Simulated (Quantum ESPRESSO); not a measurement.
# Al2Cu under changes of volume

One of the cells (16.242 Å³/atom); the others are scaled copies at fixed shape and fractional positions:

```xyz
3
Lattice="4.1052 0.0000 0.0000 0.0000 4.1052 0.0000 0.0000 0.0000 2.8913" Properties=species:S:1:pos:R:3 pbc="T T T"
Cu    0.0000    0.0000    0.0000
Al    0.0000    2.0526    1.4457
Al    2.0526    0.0000    1.4457
```

The cell comes from a database or a generator and needn't be the stable form of this composition.

- Program: Quantum ESPRESSO 7.5
- Functional: r2SCAN
- Potentials or basis: SG15 PBE 1.2
- Cutoff: 1197 eV
- Density cutoff: 4789 eV
- k mesh: 4 × 4 × 5
- Occupations: fermi-dirac, width 0.05 eV
- Spin: no spin polarisation

| volume (Å³/atom) | energy over the lowest point (meV/atom) | pressure (GPa) |
| --- | --- | --- |
| 15.267 | 13.35 | 5.6 |
| 15.592 | ? | ? |
| 15.917 | 0.08 | 1.0 |
| 16.242 | 0.00 | -0.9 |
| 16.567 | 3.60 | -2.7 |
| 16.892 | 10.47 | -4.2 |
| 17.216 | 20.26 | -5.6 |

Task: What does the run at 15.592 Å³/atom give?

Result: Energy over the lowest point 4.35 meV/atom; pressure 3.2 GPa.

Worked out: A Birch-Murnaghan fit of order 3 (a polynomial in V^(-2/3)) to the other rows has its minimum at 16.09 Å³/atom with B0 = V·E''(V) = 96 GPa and B' = 4.9 at fixed shape and positions, which overstates the stiffness. It gives 4.37 meV/atom at 15.592 Å³/atom, against the run's 4.35, and -dE/dV = 3.2 GPa, against 3.2.

Energies are extrapolated to zero smearing.

Caveats: all runs use coarse meshes; the potentials were made for another functional, which shifts forces and pressure.
